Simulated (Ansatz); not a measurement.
Runs of Ansatz 0.2.0 on Fe. It takes space group Im-3m (No. 229, cubic). Conventional cell: a = 2.886 Å, b = 2.886 Å, c = 2.886 Å, α = 90.00°, β = 90.00°, γ = 90.00°. Fe (site symmetry m-3m) is surrounded by 8 Fe at 2.50 Å. 

| task | level | potentials or basis | spin | U | cell | cutoff (eV) | smearing | driver | eos | hubbard projectors | double counting | points for each segment of the path | other keys | gap on the mesh (eV) | pressure (GPa) | moment (μB) |
| --- | --- | --- | --- | --- | --- | --- | --- | --- | --- | --- | --- | --- | --- | --- | --- | --- |
| density of states | LDA+U | Ansatz PAW | collinear, random start | Fe d U = 2 eV | volume scaled by 0.88 | 420 | fermi-dirac 0.05 eV | - | - | atomic | fll | - | - | none | 6.2 | 2.41 |
| atomic charges | LDA+U | Ansatz PAW polarizable | collinear, ferromagnetic start | Fe d U = 4.5 eV | as given | 420 | cold 0.15 eV | chain | - | all-electron-atomic | amf | - | basis.ecutrho_ratio = 9 | none | -16.8 | (a) |
| density of states | LDA+U | Ansatz PAW | collinear, random start | Fe d U = 2 eV | volume scaled by 0.88 | 420 | fermi-dirac 0.05 eV | chain | - | atomic | fll | - | - | none | 6.2 | 2.41 |
| band structure | PBEsol | Ansatz PAW | collinear, program default start | - | as given | 420 | gaussian 0.1 eV | chain | - | - | - | 14 | - | none | -17.9 | 2.26 |

Alike in all rows: k mesh 13 × 13 × 13.

Task: Estimate the missing entries.

Result: (a) 1.57.

Caveats: the magnetic or orbital state may not be the lowest (some runs); the U is typed as a test and isn't derived for this compound (some runs); the PAW data sets come from PBE, with cores solved anew for the run's functional, which leaves a small shift of forces and pressure (some runs); so large a pressure means that the cell lies far from this level's equilibrium, or that cutoff or potentials fall short (some runs).

A gap of «none» marks a metal or a gap under the smearing width.

Runs at the PBE level aren't shown here.
